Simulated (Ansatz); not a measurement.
TaS2:

```
CELL_PARAMETERS angstrom
3.35000 0.00000 0.00000
-1.67500 2.90119 0.00000
0.00000 0.00000 5.86000
ATOMIC_POSITIONS crystal
Ta 0.00000 0.00000 0.00000
S 0.66667 0.33333 0.75000
S 0.33333 0.66667 0.25000
```

```yaml
Program: Ansatz 0.2.0
Task: relaxation of cell and atoms
Functional: RPBE
Dispersion: D3(BJ)
Potentials_or_basis: Ansatz PAW
Cutoff: "420 eV (not typed: the program's choice for these potentials)"
k_mesh: 9 × 9 × 5
Occupations: fermi-dirac, width 0.05 eV
Spin: no spin polarisation
```

At the start: volume 18.98 Å³/atom.

Task: Where does the relaxation end?

Result: It ends after 7 steps and the volume is 14.90 Å³/atom (-21.5 %); space group P-3m1 (No. 164, to 0.05 Å).

Step by step:
```csv
step,energy change (eV),largest force (eV/Å),volume (Å³)
1,0.0000,0.8832,56.95
2,-0.4282,0.0649,51.05
3,-0.5798,0.1889,46.53
4,-0.6233,0.0796,44.34
5,-0.6248,0.0010,44.72
6,-0.6249,0.0041,44.70
7,-0.6235,0.0044,44.70
```

Final structure:
```cif
data_structure
_symmetry_space_group_name_H-M 'P 1'
_symmetry_Int_Tables_number 1
_cell_length_a 3.1235
_cell_length_b 3.1235
_cell_length_c 5.2907
_cell_angle_alpha 90.000
_cell_angle_beta 90.000
_cell_angle_gamma 120.000
_cell_volume 44.70
loop_
_atom_site_label
_atom_site_type_symbol
_atom_site_fract_x
_atom_site_fract_y
_atom_site_fract_z
_atom_site_occupancy
Ta1 Ta 0.00000 0.00000 0.00000 1
S1 S 0.66667 0.33333 0.69839 1
S2 S 0.33333 0.66667 0.30161 1
```

Caveat: the volume moved by over 15 % at a fixed basis, so the end points are rough; the plane-wave basis is chosen anew once the cell has moved, so the energies of steps on either side of that aren't comparable; the volume moved by -22 % from the deposited cell, more than functionals usually miss; the PAW data sets come from PBE, with cores solved anew for the run's functional, which leaves a small shift of forces and pressure.
